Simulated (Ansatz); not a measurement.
# C (P6_3/mmc), generalised stacking fault

Level of theory: DFT PBE, scalar-relativistic, plane waves, PAW in Ansatz. Settings: plane waves to 420 eV, k-mesh 10×10×2 (Γ-centred), Gaussian smearing 0.05 eV. No spin polarisation. Energies are free energies at this smearing, counted from the undisturbed cell; pressure is positive in compression.

The undisturbed cell (relaxed at this level):

```xyz
12
Lattice="-2.5116 0.0000 0.0000 -1.2558 -2.1751 0.0000 0.0000 0.0000 12.5411" Properties=species:S:1:pos:R:3 pbc="T T T"
C    -1.2558   -0.7250   11.7580
C    -1.2558   -0.7250    3.3973
C    -1.2558   -0.7250    7.5777
C    -2.5116   -1.4501    1.3071
C    -2.5116   -1.4501    5.4875
C    -2.5116   -1.4501    9.6678
C    -1.2558   -0.7250    0.7826
C    -1.2558   -0.7250    4.9630
C    -1.2558   -0.7250    9.1434
C    -2.5116   -1.4501    2.8728
C    -2.5116   -1.4501    7.0532
C    -2.5116   -1.4501   11.2335
```

The cut lies on the cell's a–b face, a (0 0 1) plane (indices in the standard cell, whose axes needn't be the Cartesian ones shown) of area 5.46 Å², between layers 1.57 Å apart. Vector c is tilted by f times 1·a + 1·b (length 4.350 Å) with the atoms' Cartesian places fixed: one unrelaxed fault a cell.

| f | γ (mJ/m²) |
| --- | --- |
| 0.0000 | 0 |
| 0.0833 | 1431 |
| 0.1667 | 5539 |
| 0.2500 | 10980 |
| 0.3333 | 13469 |
| 0.4167 | 12729 |
| 0.5000 | 12254 |

Task: Predict the shear traction, the slope of γ along the slip (GPa) at each point.

Result:
```tsv
f	shear traction, the slope of γ along the slip (GPa)
0.0000	0.0
0.0833	78.7
0.1667	142.1
0.2500	139.7
0.3333	-0.1
0.4167	-25.0
0.5000	0.0
```

Cost: 7 runs of about 1.2 core-minutes in all, on Arm Neoverse V2 (shared hosts).